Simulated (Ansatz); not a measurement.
# V: equation of state

The task here is to estimate one member of a computed series from the others.

This is V in the fcc structure; at room conditions it is bcc.

Method: DFT PBE, scalar-relativistic, in Ansatz 0.2.0.

## The starting structure

It takes space group Fm-3m (No. 225, cubic). The conventional cell has a = 3.790 Å, b = 3.790 Å, c = 3.790 Å, α = 90.00°, β = 90.00°, γ = 90.00°. Around V (site symmetry m-3m) lie 12 V at 2.68 Å.

As a file:

```
CELL_PARAMETERS angstrom
0.00000 1.89500 1.89500
1.89500 0.00000 1.89500
1.89500 1.89500 0.00000
ATOMIC_POSITIONS crystal
V 0.00000 0.00000 0.00000
```

The cell is a deposited one (Crystallography Open Database entry 1534881); the temperature and pressure of the measurement aren't taken into account, and nothing was relaxed.

The first run:

File input.yaml:

```yaml
crystal:
  lattice:
    - [0.0, 1.8628751499, 1.8628751499]
    - [1.8628751499, 0.0, 1.8628751499]
    - [1.8628751499, 1.8628751499, 0.0]
  atoms:
    - { symbol: V, position: [0.0, 0.0, 0.0], spin: 1.5 }
magnetization:
  spin_polarized: true
kpoints:
  mp_grid: { grid: [16, 16, 16] }
scf:
  occupations: { method: fermi_dirac, width: 0.05 }
hamiltonian:
  xc: pbe
  pseudopotentials: { kind: all_electron, lapw: { basis_error: 0.001 } }
output:
  forces: true
  stress: true
  eigenvalues: true
```

The run is started by

```console
$ ansatz run input.yaml --threads 1 --pin off --max-ram 3072MiB --backend cpu --events-out ev --progress --plain --runs-dir out
```

Among the steps run: Volume × 0.95, LAPW; Volume × 0.95, PAW; Volume × 0.95, crystal datasets; Volume × 0.975, LAPW; Volume × 0.975, PAW; Volume × 1.025, LAPW; Volume × 1.025, PAW; Volume × 1.05, LAPW; Volume × 1.05, PAW; Volume × 1.05, crystal datasets.

One of the session's tables, all rows but one given; the rest of the session is left out.

```
          method  volume (Å³/atom)  pressure (GPa)
            LAPW            12.929           14.64
            LAPW            13.270            8.96
            LAPW            13.610            3.90
            LAPW            13.950               ?
            LAPW            14.290           -4.60
             PAW            12.929           14.70
             PAW            13.270            9.00
             PAW            13.610            3.92
             PAW            13.950           -0.59
             PAW            14.290           -4.59
crystal datasets            12.929           14.64
crystal datasets            13.610            3.90
crystal datasets            14.290           -4.60
```

Q: Estimate the row for LAPW, 13.950 from the others.

As computed: pressure (GPa): -0.61. In the column «pressure (GPa)» it lies between PAW, 14.290 (-4.59) and PAW, 13.950 (-0.59).

Caveats from the session: Warnings in the runs' records: seeded moment not kept, crystal datasets made.
